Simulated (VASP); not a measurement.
Ti2C:

```
Ti C
1.0
     1.54070    0.88952    4.81377
    -1.54070    0.88952    4.81377
     0.00000   -1.77905    4.81377
Ti C
2 1
Direct
  0.75450 0.75450 0.75450
  0.24550 0.24550 0.24550
  0.50000 0.50000 0.50000
```

The cell comes from a database or a generator and needn't be the stable form of this composition.

```yaml
Program: VASP 6.6.1
Task: relaxation of cell and atoms
Functional: PBEsol
Potentials_or_basis: VASP PAW PBE potentials, release 64 (Ti_sv, C)
Cutoff: 600 eV
k_mesh: 10 × 10 × 10
Occupations: fermi-dirac, width 0.05 eV
Spin: no spin polarisation
Hubbard_terms: Ti d U = 4 eV
```

At the start: pressure 4.9 GPa; volume 13.19 Å³/atom.

Problem. How do energy, volume and symmetry change on relaxing?

Solution. Over 7 steps the energy falls by 5.1 meV/atom and the volume is 13.49 Å³/atom (+2.2 %); space group R-3m (No. 166, to 0.05 Å).

The path:
```
step  energy change (eV)  largest force (eV/Å)  pressure (GPa)  volume (Å³)
   1              0.0000                0.3729            4.86        39.58
   2              0.0252                0.5896           -7.00        41.92
   3             -0.0152                0.0205           -0.01        40.45
   4             -0.0152                0.0128            0.03        40.43
   5             -0.0152                0.0031            0.12        40.44
   6             -0.0152                0.0190            0.07        40.48
   7             -0.0152                0.0043            0.01        40.46
```

Final structure:
```
Ti C
1.0
     1.55221    0.89617    4.84713
    -1.55221    0.89617    4.84713
     0.00000   -1.79233    4.84713
Ti C
2 1
Cartesian
  0.0000 0.0000 10.9656
  0.0000 0.0000 3.5758
  0.0000 0.0000 7.2707
```

Caveat: the PAW data sets were made with another functional, which shifts forces and pressure a little; U without spin polarisation on a metal has little footing; the U is typed as a test and isn't derived for this compound.
